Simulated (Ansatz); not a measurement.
## P on Pd(111): change of the work function

How does P on the fcc site change the work function of Pd(111) as the layer fills?

Calculated with Ansatz 0.2.0; plane-wave DFT, PBE, Ansatz PAW.

Report form: the programs' logs are mostly left out.

### Step 1. Starting point

The cell holds 4 atoms: 4 Pd. Cell: a = 2.751 Å, b = 2.751 Å, c = 24.738 Å, α = 90.0°, β = 90.0°, γ = 60.0°. Vacuum lies along c.

### Step 2. The clean slab

The bare slab comes first, as the zero from which every change is counted. The two lowest layers are held at bulk places and the upper ones relax. The dipole correction removes the false field that a one-sided slab makes across the periodic vacuum, so each face gets a flat vacuum level of its own.

input.yaml reads:

```yaml
crystal:
  lattice:
    - [2.7506453788, 0.0, 0.0]
    - [1.3753226894, 2.3821287749, 0.0]
    - [0.0, 0.0, 24.7376776414]
  atoms:
    - { symbol: Pd, position: [0.0, 0.0, 0.3638174986] }
    - { symbol: Pd, position: [0.3333333333, 0.3333333333, 0.4546058329] }
    - { symbol: Pd, position: [0.6666666667, 0.6666666667, 0.5453941671] }
    - { symbol: Pd, position: [0.0, 0.0, 0.6361825014] }
kpoints:
  mp_grid: { grid: [12, 12, 1] }
hamiltonian:
  xc: pbe
scf:
  occupations: { method: fermi_dirac, width: 0.1 }
  convergence: { dr2_threshold: 1.0e-08 }
efield:
  axis: 3
  dipole_correction: true
  ramp_position: 0.97
  ramp_width: 0.06
relax:
  f_tol: 0.02
  max_steps: 60
  constraints: [{ sites: [0, 1] }]
output:
  write_potential: true
  write_density: true
  volumetric_format: npy
```

Command:

```bash
$ ansatz run input.yaml --threads 4 --pin off --max-ram 16384MiB --backend cpu --events-out ev --progress --plain --runs-dir out
```

It took 11 s on 4 threads of Arm Neoverse V1, shared host; peak memory 0.48 GiB.

Relaxation path:

```csv
step,energy less that of the first step (eV),largest force component (eV/Å)
1,0.0000,0.3166
2,-0.0129,0.1195
3,-0.0149,0.0100
```

The run keeps the 6 symmetry operations that it works with, so distortions that break them were not tested.

The atoms that moved most (Å):

```csv
atom,dx,dy,dz,length
Pd4,0.000,0.000,0.106,0.106
Pd3,0.000,0.000,0.048,0.048
```

Final coordinates:

```xyz
4
Lattice="2.7506 0.0000 0.0000 1.3753 2.3821 0.0000 0.0000 0.0000 24.7377" Properties=species:S:1:pos:R:3
Pd    0.0000    0.0000    9.0000
Pd    1.3753    0.7940   11.2459
Pd    2.7506    1.5881   13.5399
Pd    0.0000    0.0000   15.8436
```

Numbers from this step:

```yaml
energy_at_zero_smearing: -27890.2994 eV
work_function_upper_face: 5.268 eV
dipole_along_the_normal: -7.03e-4 e·Å
```

Running mean over 2.246 Å of the planar mean; the ramp of the sawtooth is left out. The electron's electrostatic potential energy less the Fermi level by z:

```csv
z (Å),electron's electrostatic potential energy less the Fermi level (eV)
3.5,5.25
4.0,5.25
4.5,5.25
5.0,5.25
5.5,5.23
6.0,5.19
6.5,5.04
7.0,4.40
7.5,1.79
8.0,-3.11
8.5,-7.03
9.0,-8.25
9.5,-8.43
10.0,-8.48
10.5,-8.52
11.0,-8.56
11.5,-8.51
12.0,-8.24
12.5,-8.12
13.0,-8.35
13.5,-8.50
14.0,-8.28
14.5,-7.92
15.0,-7.94
15.5,-8.20
16.0,-8.01
16.5,-6.08
17.0,-1.45
17.5,2.94
18.0,4.73
18.5,5.13
19.0,5.23
19.5,5.26
20.0,5.27
20.5,5.27
21.0,5.27
21.5,5.27
```

The relaxation took 3 steps and lowered the energy by 0.015 eV; the largest force on the free atoms ends at 0.010 eV/Å.

The work function of the upper face is 5.27 eV.

### Step 3. Adsorbate added, k-mesh 4×4×1, coverage 0.111 ML

System of this step: PPd36 (P/Pd(111)). The cell holds 37 atoms: 36 Pd and 1 P. Its edges and angles: a = 8.252 Å, b = 8.252 Å, c = 26.818 Å, α = 90.0°, β = 90.0°, γ = 60.0°. Vacuum lies along c.

The clean slab as it ended is repeated in the plane and the adsorbate is set on one face; the cell's size fixes the coverage, and the k-mesh shrinks with it to keep the sampling density about even. Adsorbate and upper layers relax, since the dipole depends on the height.

input.yaml reads:

```yaml
crystal:
  lattice:
    - [8.2519361365, 0.0, 0.0]
    - [4.1259680682, 7.1463863246, 0.0]
    - [0.0, 0.0, 26.8179875262]
  atoms:
    - { symbol: Pd, position: [0.0, 0.0, 0.3355956517] }
    - { symbol: Pd, position: [0.1111111111, 0.1111111111, 0.4193414042] }
    - { symbol: Pd, position: [0.2222222222, 0.2222222222, 0.5048807176] }
    - { symbol: Pd, position: [0.0, 0.0, 0.5907833437] }
    - { symbol: Pd, position: [0.0, 0.3333333333, 0.3355956517] }
    - { symbol: Pd, position: [0.1111111111, 0.4444444444, 0.4193414042] }
    - { symbol: Pd, position: [0.2222222222, 0.5555555556, 0.5048807176] }
    - { symbol: Pd, position: [0.0, 0.3333333333, 0.5907833437] }
[... 25 atom lines left out ...]
    - { symbol: Pd, position: [0.7777777778, 0.7777777778, 0.4193414042] }
    - { symbol: Pd, position: [0.8888888889, 0.8888888889, 0.5048807176] }
    - { symbol: Pd, position: [0.6666666667, 0.6666666667, 0.5907833437] }
    - { symbol: P, position: [0.1111111111, 0.1111111111, 0.6644043483] }
kpoints:
  mp_grid: { grid: [4, 4, 1] }
hamiltonian:
  xc: pbe
scf:
  occupations: { method: fermi_dirac, width: 0.1 }
  convergence: { dr2_threshold: 1.0e-08 }
efield:
  axis: 3
  dipole_correction: true
  ramp_position: 0.97
  ramp_width: 0.06
relax:
  f_tol: 0.02
  max_steps: 60
  constraints:
    - { sites: [0, 1, 4, 5, 8, 9, 12, 13, 16, 17, 20, 21, 24, 25, 28, 29, 32, 33] }
output:
  write_potential: true
  write_density: true
  volumetric_format: npy
```

It took 12 min on 4 threads; peak memory 10 GiB; 35 min of CPU time.

Relaxation path:

```csv
step,energy less that of the first step (eV),largest force component (eV/Å)
1,0.0000,3.7932
2,-0.7774,2.2651
3,-1.0151,0.4185
4,-1.0284,0.1508
5,-1.0309,0.0054
```

The run keeps the 6 symmetry operations that it works with, so distortions that break them were not tested.

The atoms that moved most (Å):

```csv
atom,dx,dy,dz,length
P37,0.000,0.000,-0.400,0.400
Pd16,0.042,-0.024,0.072,0.086
Pd4,-0.042,-0.024,0.072,0.086
Pd8,0.000,0.048,0.072,0.086
Pd20,0.018,0.011,0.011,0.024
Pd24,0.000,-0.021,0.011,0.024
Pd32,-0.018,0.011,0.011,0.024
Pd11,0.000,0.001,0.014,0.014
```

The relaxed structure:

```
Pd P
1.0
     8.25194    0.00000    0.00000
     4.12597    7.14639    0.00000
     0.00000    0.00000   26.81799
Pd P
36 1
Cartesian
  0.0000 0.0000 9.0000
  1.3753 0.7940 11.2459
  2.7499 1.5876 13.5543
  -0.0416 -0.0240 15.9152
  1.3753 2.3821 9.0000
  2.7506 3.1762 11.2459
  4.1253 3.9706 13.5423
  1.3753 2.4302 15.9152
  2.7506 4.7643 9.0000
  4.1260 5.5583 11.2459
  5.5013 6.3532 13.5543
  2.7503 4.7645 15.8536
  2.7506 0.0000 9.0000
  4.1260 0.7940 11.2459
  5.5013 1.5874 13.5423
  2.7923 -0.0240 15.9152
  4.1260 2.3821 9.0000
  5.5013 3.1762 11.2459
  6.8772 3.9706 13.5423
  4.1444 2.3928 15.8542
  5.5013 4.7643 9.0000
  6.8766 5.5583 11.2459
  8.2528 6.3519 13.5466
  5.5013 4.7430 15.8542
  5.5013 0.0000 9.0000
  6.8766 0.7940 11.2459
  8.2527 1.5876 13.5543
  5.5013 -0.0004 15.8536
  6.8766 2.3821 9.0000
  8.2519 3.1762 11.2459
  9.6273 3.9712 13.5466
  6.8582 2.3928 15.8542
  8.2519 4.7643 9.0000
  9.6273 5.5583 11.2459
  11.0017 6.3519 13.5466
  8.2523 4.7645 15.8536
  1.3753 0.7940 17.4175
```

Numbers from this step:

* energy at zero smearing: -251770.1786 eV
* work function, upper face: 5.190 eV
* work function, lower face: 5.237 eV
* dipole along the normal: 0.01516 e·Å
* step between the vacuum levels: -0.04653 eV

Running mean over 2.246 Å of the planar mean; the ramp of the sawtooth is left out. Electron's electrostatic potential energy less the Fermi level against z:

```csv
z (Å),electron's electrostatic potential energy less the Fermi level (eV)
4,5.24
5,5.23
6,5.18
7,4.39
8,-3.11
9,-8.25
10,-8.48
11,-8.55
12,-8.18
13,-8.30
14,-8.25
15,-7.85
16,-8.52
17,-3.09
18,3.41
19,4.87
20,5.17
21,5.19
22,5.19
23,5.19
```

The relaxation took 5 steps and lowered the energy by 1.0 eV; the largest force on the free atoms ends at 0.0054 eV/Å.

The covered face has 5.19 eV, -0.08 eV against the clean one; the bare back face has moved by -0.01 eV, a measure of how thin the slab is.

### Step 4. Adsorbate added, k-mesh 6×6×1, coverage 0.25 ML

System of this step: PPd16 (P/Pd(111)). The cell holds 17 atoms: 16 Pd and 1 P. Cell: a = 5.501 Å, b = 5.501 Å, c = 26.818 Å, α = 90.0°, β = 90.0°, γ = 60.0°. Vacuum lies along c.

Another coverage, to see how the dipoles act on each other as their distance changes.

input.yaml reads:

```yaml
crystal:
  lattice:
    - [5.5012907577, 0.0, 0.0]
    - [2.7506453788, 4.7642575497, 0.0]
    - [0.0, 0.0, 26.8179875262]
  atoms:
    - { symbol: Pd, position: [0.0, 0.0, 0.3355956517] }
    - { symbol: Pd, position: [0.1666666667, 0.1666666667, 0.4193414042] }
    - { symbol: Pd, position: [0.3333333333, 0.3333333333, 0.5048807176] }
    - { symbol: Pd, position: [0.0, 0.0, 0.5907833437] }
    - { symbol: Pd, position: [0.0, 0.5, 0.3355956517] }
    - { symbol: Pd, position: [0.1666666667, 0.6666666667, 0.4193414042] }
    - { symbol: Pd, position: [0.3333333333, 0.8333333333, 0.5048807176] }
    - { symbol: Pd, position: [0.0, 0.5, 0.5907833437] }
    - { symbol: Pd, position: [0.5, 0.0, 0.3355956517] }
    - { symbol: Pd, position: [0.6666666667, 0.1666666667, 0.4193414042] }
    - { symbol: Pd, position: [0.8333333333, 0.3333333333, 0.5048807176] }
    - { symbol: Pd, position: [0.5, 0.0, 0.5907833437] }
    - { symbol: Pd, position: [0.5, 0.5, 0.3355956517] }
    - { symbol: Pd, position: [0.6666666667, 0.6666666667, 0.4193414042] }
    - { symbol: Pd, position: [0.8333333333, 0.8333333333, 0.5048807176] }
    - { symbol: Pd, position: [0.5, 0.5, 0.5907833437] }
    - { symbol: P, position: [0.1666666667, 0.1666666667, 0.6644043483] }
kpoints:
  mp_grid: { grid: [6, 6, 1] }
hamiltonian:
  xc: pbe
scf:
  occupations: { method: fermi_dirac, width: 0.1 }
  convergence: { dr2_threshold: 1.0e-08 }
efield:
  axis: 3
  dipole_correction: true
  ramp_position: 0.97
  ramp_width: 0.06
relax:
  f_tol: 0.02
  max_steps: 60
  constraints: [{ sites: [0, 1, 4, 5, 8, 9, 12, 13] }]
output:
  dos: { projected: true, e_range: [-8, 4] }
  write_potential: true
  write_density: true
  volumetric_format: npy
  elf: true
```

Run time: 2.3 min. Hardware: 4 threads; peak memory 2.9 GiB; 9.2 min of CPU time.

Step by step:

```csv
step,energy less that of the first step (eV),largest force component (eV/Å)
1,0.0000,3.7207
2,-0.7544,2.0876
3,-0.9398,0.5812
4,-0.9530,0.1045
5,-0.9540,0.0044
```

The run keeps the 6 symmetry operations that it works with, so distortions that break them were not tested.

The atoms that moved most (Å):

```csv
atom,dx,dy,dz,length
P17,0.000,0.000,-0.375,0.375
Pd4,-0.026,-0.015,0.065,0.071
Pd12,0.026,-0.015,0.065,0.071
Pd8,0.000,0.030,0.065,0.071
Pd16,0.000,0.000,0.032,0.032
Pd15,0.000,0.000,0.019,0.019
Pd11,-0.001,0.001,0.015,0.015
Pd3,0.001,0.001,0.015,0.015
```

Final coordinates:

```
Pd P
1.0
     5.50129    0.00000    0.00000
     2.75065    4.76426    0.00000
     0.00000    0.00000   26.81799
Pd P
16 1
Direct
  0.00000 0.00000 0.33560
  0.16667 0.16667 0.41934
  0.33350 0.33350 0.50543
  0.99682 0.99682 0.59319
  0.00000 0.50000 0.33560
  0.16667 0.66667 0.41934
  0.33350 0.83299 0.50543
  0.99682 0.50636 0.59319
  0.50000 0.00000 0.33560
  0.66667 0.16667 0.41934
  0.83299 0.33350 0.50543
  0.50636 0.99682 0.59319
  0.50000 0.50000 0.33560
  0.66667 0.66667 0.41934
  0.83333 0.83333 0.50559
  0.50000 0.50000 0.59198
  0.16667 0.16667 0.65042
```

Numbers from this step:

```yaml
energy_at_zero_smearing: -112318.5757 eV
work_function_upper_face: 5.084 eV
work_function_lower_face: 5.234 eV
dipole_along_the_normal: 0.02165 e·Å
step_between_the_vacuum_levels: -0.1495 eV
```

The density of states has structure finer than the step of the table below, so its rows give means over 0.5 eV, whole bins alone (the curve runs from -8 to 1.98 eV). Peaks (eV: height): -3.52: 84.1, -2.80: 55.0, -2.56: 64.8, -2.44: 55.9, -2.23: 62.1, -1.56: 49.0, -0.24: 55.1.

Density of states against energy, zero at the Fermi level; means over each step:

```csv
energy (eV),density of states (states/eV a cell)
-7.0,0
-6.5,0.455
-6.0,1.16
-5.5,4.35
-5.0,13.0
-4.5,32.3
-4.0,31.9
-3.5,23.8
-3.0,34.1
-2.5,38.5
-2.0,35.9
-1.5,30.2
-1.0,34.6
-0.5,32.7
0.0,28.5
0.5,6.41
1.0,7.05
1.5,3.37
```

Projected DOS per atom over height of the atomic layer and energy from the Fermi level. Layers: Pd4 Pd4 Pd4 Pd4 P from below.

Ten even steps from '0' (0.00 states/eV) to '9' (2.80 states/eV), each cell a mean:
```
00001
00001
00015
00014
78621
77752
85671
75762
85572
98772
77771
44661
55562
69662
27664
01133
00011
00000
00000
00000
00000
00000
```
Columns: height of the atomic layer (Å) from 9 to 17.4 (not evenly spaced); rows upwards: energy from the Fermi level (eV) from -7.96 to 1.95.

Electrostatic potential energy in the ca plane at fractional y = 0.167, with atoms of Pd and P within 0.2 Å of it. With pseudopotentials it is smooth inside the atoms' cores, unlike the true potential.

Ten even steps from '0' (-45 eV) to '9' (9 eV), each cell a mean:
```
64689988899875578986568889999999999999999999
64689988899875578986568999999999999999999999
77789864579987789987789999999999999999999999
98998610148998899998899999999999999999999999
99998400027999999999999999999999999999999999
99998500037999999999999999999999999999999999
88899731368988889998889999999999999999999999
65689987789976679986568999999999999999999999
54589998999874478985468999999999999999999999
75789987789976679987678878899999999999999999
88899732368988889998887423799999999999999999
99998500037999999999985000489999999999999999
99998400027999999999984000389999999999999999
98898610148998899998886201589999999999999999
76789864579987789987777656899999999999999999
```
Columns run along c (16.0 Å, from fractional 0.32 to 0.92 of the cell; values clipped at the 3rd and 97th percentile), rows up along a (5.5 Å). Atoms in or near the plane, at fractional coordinates: Pd at (0.42, 0.17), Pd at (0.42, 0.67), P at (0.65, 0.17).

Valence density in the ca plane at fractional y = 0.167, with atoms of Pd and P within 0.2 Å of it. It is the smooth field of the valence electrons, not physical close to the nuclei.

Ten steps, logarithmic in the rise over the least value, from '0' (0 e/Å³) to '9' (13 e/Å³), each cell a mean:
```
55532222222245542235543221100000000000000000
45432223222245542234543210000000000000000000
34322356532234432223432100000000000000000000
22222489863222221122221100000000000000000000
12223699973222211112211000000000000000000000
22222589973222211112221000000000000000000000
33322367742223321123332100000000000000000000
45432234322235432234542110000000000000000000
56532222222245542235543211000000000000000000
45432234322235532224443332210000000000000000
33322467752223321122333333320000000000000000
22222589973222211112233323321000000000000000
22223699973222211112233313321000000000000000
22222489863222221112233333321000000000000000
34322345532234432223433333210000000000000000
```
Columns run along c (16.0 Å, from fractional 0.32 to 0.92 of the cell), rows up along a (5.5 Å). Atoms in or near the plane, at fractional coordinates: Pd at (0.42, 0.17), Pd at (0.42, 0.67), P at (0.65, 0.17).

ELF in the ca plane at fractional y = 0.167, with atoms of Pd and P within 0.2 Å of it. It is the smooth field of the valence electrons, not physical close to the nuclei.

Ten even steps from '0' (0.00) to '9' (0.96), each cell a mean:
```
34321122211234421123433466665310000000000000
34321122221234432123432233321100000000000000
22221234321123321122322111000000000000000000
22222355542222211112222110000000000000000000
22222453442222211112222110000000000000000000
22222354442222211112222110000000000000000000
22222245432222221112222110000000000000000000
33321122221123321123332222110000000000000000
34321112221234432223432345543210000000000000
33321123221123321123333677876421000000000000
22222245432222221112235668998742000000000000
22222454442222211111246304999852100000000000
22222453442222211111245202999853100000000000
22222355542222211111236536999752000000000000
23221234321122221122234778988631000000000000
```
Columns run along c (16.0 Å, from fractional 0.32 to 0.92 of the cell), rows up along a (5.5 Å). Atoms in or near the plane, at fractional coordinates: Pd at (0.42, 0.17), Pd at (0.42, 0.67), P at (0.65, 0.17).

The relaxation took 5 steps and lowered the energy by 0.95 eV; the largest force on the free atoms ends at 0.0044 eV/Å.

By hand: a sheet of dipoles makes a step −p/(ε₀A) in the electron's potential. With e/ε₀ = 180.95 V·Å, p = 0.02165 e·Å and A = 26.21 Å², that is −180.95 × (0.02165) / 26.21 = -0.149 eV, and the two vacuum levels of the run differ by -0.149 eV.

The covered face has 5.08 eV, -0.18 eV against the clean one; the bare back face has moved by -0.02 eV, a measure of how thin the slab is.

(Continued in part 2 of 2.)

[Logs are printed without paths, hosts, clocks, repeated set-up lines and the standing remarks that a program may print on its own settings, such as how far it seeks lower states.]

[Hosts, paths, dates, database ids (printed as entryN), source tags and the programs' standing remarks are cut or masked in the printed files.]

[Maps of the electrostatic potential energy from Ansatz leave out the sawtooth potential of an applied field or a dipole correction, so their vacuum need not be flat; planar profiles and work functions include it.]

[The density of states shown here was stored with 400 of the rows of the run's finer table, so its peaks can read low, often by over a quarter, or be missed, and its means over a window can be off by a tenth or more.]
